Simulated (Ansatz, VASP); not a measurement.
# Two plane-wave programs on NiGe

```
CELL_PARAMETERS angstrom
2.97678 0.00000 0.00000
0.00000 2.97678 0.00000
0.00000 0.00000 2.97678
ATOMIC_POSITIONS crystal
Ni 0.50000 0.50000 0.50000
Ge 0.00000 0.00000 0.00000
```

Alike in both runs: functional PBE; k mesh 18 × 18 × 18; occupations gaussian, width 0.1 eV; no spin polarisation.

Ansatz relaxed the structure, and its values are those at the end. VASP's run is a single point on that final structure, the one shown.

|  | VASP | Ansatz |
| --- | --- | --- |
| version | VASP 6.6.1 | Ansatz 0.2.0 |
| potentials or method | VASP PAW PBE potentials, release 64 (Ni, Ge_d) | scalar-relativistic, plane waves, PAW |
| plane-wave cutoff (eV) | 520 | 420 |
| valence electrons in the cell | 24 | 32 |

VASP gave:

- gap on the k mesh at the Fermi level (eV): none
- pressure (GPa): 0.2

Question: Which values does Ansatz return?

Answer: gap on the k mesh at the Fermi level (eV): none; pressure (GPa): 0.0.

A gap of «none» marks a metal or a gap that the smearing closes. The two sets of potentials don't hold the same shells in valence.

Spin polarisation is off, so any magnetic state and its effect on volume and gap are missing.
